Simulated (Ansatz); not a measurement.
Phonon dispersion of HfB2

Theory: Ansatz, DFT PBE, scalar-relativistic, plane waves, PAW. Plane waves to 420 eV; Γ-centred k mesh 18×18×14; Fermi-Dirac smearing of 0.15 eV. No spin polarisation. Phonons by linear response, acoustic sum rule imposed.

Equilibrium structure at this level:
```yaml
crystal:
  lattice:
    - [3.14597, 0.00000, 0.00000]
    - [-1.57299, 2.72449, 0.00000]
    - [0.00000, 0.00000, 3.48613]
  atoms:
    - { symbol: Hf, position: [0.00000, 0.00000, 0.00000] }
    - { symbol: B, position: [0.33333, 0.66667, 0.50000] }
    - { symbol: B, position: [0.66667, 0.33333, 0.50000] }
```

It was relaxed at this level from a cell as deposited in COD. In a metal, frequencies and elastic constants depend on the k mesh and the smearing, soft modes and shear constants most. Spin–orbit coupling is left out, which matters for heavy elements. The q mesh is coarse, so values between its points are rough.

Force constants from linear response on a 3×3×2 q mesh.

Path: Γ–M–K–Γ–A–L–H–A | L–M | H–K. Only the points of the 3×3×2 mesh were computed; the rest is interpolation, which is rough on so few points. On the mesh no mode is imaginary. Distance along the path (Å⁻¹), then the branches (cm⁻¹, negative for imaginary):
```
0.000  0 0 0 436 436 462 534 797 797
0.288  69 70 104 444 464 472 537 787 800
0.577  123 124 166 468 496 542 544 760 801
0.865  153 158 193 500 520 544 645 728 784
1.153  163 170 201 517 535 540 713 716 747
1.319  166 171 200 528 535 540 697 734 740
1.486  173 174 198 536 541 558 683 720 752
1.652  177 182 195 538 542 601 673 691 765
1.819  178 190 190 540 540 639 664 664 770
2.152  169 172 194 529 544 563 638 742 758
2.485  137 138 175 490 504 543 564 760 791
2.817  78 80 116 448 473 475 538 784 800
3.150  0 0 0 436 436 462 534 797 797
3.376  55 55 70 433 433 468 548 798 798
3.601  103 103 127 426 426 483 581 800 800
3.826  137 137 163 417 417 498 612 803 803
4.051  150 150 175 414 414 504 624 804 804
4.340  154 154 170 432 452 510 622 794 801
4.628  164 165 166 472 526 538 616 772 790
4.916  166 174 177 506 544 608 629 751 765
5.205  167 177 182 518 554 602 685 734 743
5.371  168 178 183 529 556 601 683 728 746
5.537  169 180 184 559 561 596 678 710 751
5.704  170 182 184 570 589 599 672 683 755
5.870  171 184 184 580 580 631 664 664 757
6.203  168 179 181 557 568 599 631 732 755
6.536  165 168 169 497 532 558 614 768 781
6.869  155 156 170 438 462 512 622 792 800
7.202  150 150 175 414 414 504 624 804 804
7.314  167 176 183 518 553 600 686 735 742
7.540  168 173 188 518 548 584 694 734 738
7.765  167 170 195 517 541 560 706 722 743
7.990  163 170 200 517 536 542 714 714 746
8.103  171 184 184 580 580 631 664 664 757
8.328  172 185 185 574 574 632 664 664 759
8.553  174 187 187 560 560 635 664 664 763
8.779  177 189 189 546 546 638 664 664 768
9.004  178 190 190 540 540 639 664 664 770
```
